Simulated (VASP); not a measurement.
Write the native input for VASP 6.6.1 that does the following.

```
Task                   : relaxation of cell and atoms
Functional             : PBE
Potentials or basis    : VASP PAW PBE potentials, release 64 (Li_sv)
Cutoff                 : 600 eV
k mesh                 : 10 × 10 × 10
Occupations            : fermi-dirac, width 0.05 eV
Spin                   : no spin polarisation
Target pressure        : 30 GPa
Further INCAR settings : ALGO = Normal; EDIFF = 1e-07; IBRION = 2; EDIFFG = -0.01; NSW = 60; ISIF = 3
Target pressure        : 30 GPa
```

The structure of Li lies in POSCAR:

```
Li
1.0
    2.9357600000      0.0000000000      0.0000000000
   -1.4678800000      2.5424500000      0.0000000000
    0.0000000000      0.0000000000      2.7146800000
Li
1
Direct
    0.0000000000      0.0000000000      0.0000000000
```

The cell was built by a generator and needn't be a form met in nature.

These files were run (other wordings do the same):

INCAR

```
SYSTEM = Li
ALGO = Normal
EDIFF = 1E-7
EDIFFG = -0.01
ENCUT = 600
GGA = PE
IBRION = 2
ISIF = 3
ISMEAR = -1
LASPH = .True.
LCHARG = .False.
LREAL = .False.
LWAVE = .False.
NELM = 80
NSW = 60
PREC = Accurate
PSTRESS = 300
SIGMA = 0.05
```

KPOINTS

```
k-points
0
Gamma
  10 10 10
  0 0 0
```

Potentials or basis: VASP PAW PBE potentials, release 64 (Li_sv).

Run with:

```bash
$ cat potpaw_PBE.64/Li_sv/POTCAR > POTCAR
$ mpirun -np 1 vasp_std > vasp.out
```

It gave:

```json
{
  "Relaxed volume": "9.91 Å³/atom",
  "Relaxed cell": "a = 2.339 Å, b = 2.339 Å, c = 2.092 Å, α = 90.00°, β = 90.00°, γ = 120.00°",
  "Space group after relaxing (to 0.05 Å)": "P6/mmm (No. 191)",
  "Energy change on relaxing (the enthalpy is what falls)": "+555.2 meV/atom",
  "Ionic steps": "6",
  "Pressure after relaxing": "30.1 GPa",
  "Band gap on the k mesh": "none (metal or under the smearing width)"
}
```

Caveat: the cutoff is under 1.25 times the usual one of these potentials, so pressure, stress and relaxed cells hold a basis-set (Pulay) error; the cell is relaxed towards a set pressure, so the enthalpy falls and the energy may rise; the volume moved by over 15 % at a fixed basis, so the end points are rough.

Run time: 11 s on 1 thread of Intel(R) Xeon(R) 6975P-C (Granite Rapids), on a shared host, peak memory 0.13 GiB.
